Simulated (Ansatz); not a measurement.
Runs of Ansatz 0.2.0 on C. It takes space group Fd-3m (No. 227, cubic). Conventional cell: a = 3.567 Å, b = 3.567 Å, c = 3.567 Å, α = 90.00°, β = 90.00°, γ = 90.00°. Around C (site symmetry -43m) lie 4 C at 1.54 Å. This isn't the form of C at room conditions, which is graphite.

| task | level | k mesh | cutoff (eV) | smearing | atoms under strain | points for each segment of the path | mesh quality | gap on the mesh (eV) | pressure (GPa) |
| --- | --- | --- | --- | --- | --- | --- | --- | --- | --- |
| Born charges and dielectric tensor | PBE | 13 × 13 × 13 | 420 | fixed | - | - | not flagged | (b) | - |
| elastic constants | PBE | 10 × 10 × 10 | 420 | fixed | clamped | - | not flagged | 4.18 | 1.8 |
| band structure | r2SCAN50 | 7 × 7 × 7 | 500 | fermi-dirac 0.05 eV | - | 4 | coarse | 8.10 | -18.0 |
| band structure | HF | 7 × 7 × 7 | 420 | fermi-dirac 0.05 eV | - | 4 | coarse | (a) | -6.5 |

Alike in all rows: potentials or basis Ansatz PAW; no spin polarisation; cell as given.

Task: Fill in the values left out.

Result: (a) 12.70; (b) 4.15.

Caveats: some runs use coarse meshes; the k mesh misses the band edges, so the gap on the mesh is wider than the one along the path (some runs); the PAW data sets come from PBE, with cores solved anew for the run's functional, which leaves a small shift of forces and pressure (some runs); the thresholds are loose for stress (some runs); odd divisions of the mesh miss points on the zone boundary, where band edges often lie, so the gap on the mesh can be too wide (some runs); so large a pressure means that the cell lies far from this level's equilibrium, or that cutoff or potentials fall short (some runs).
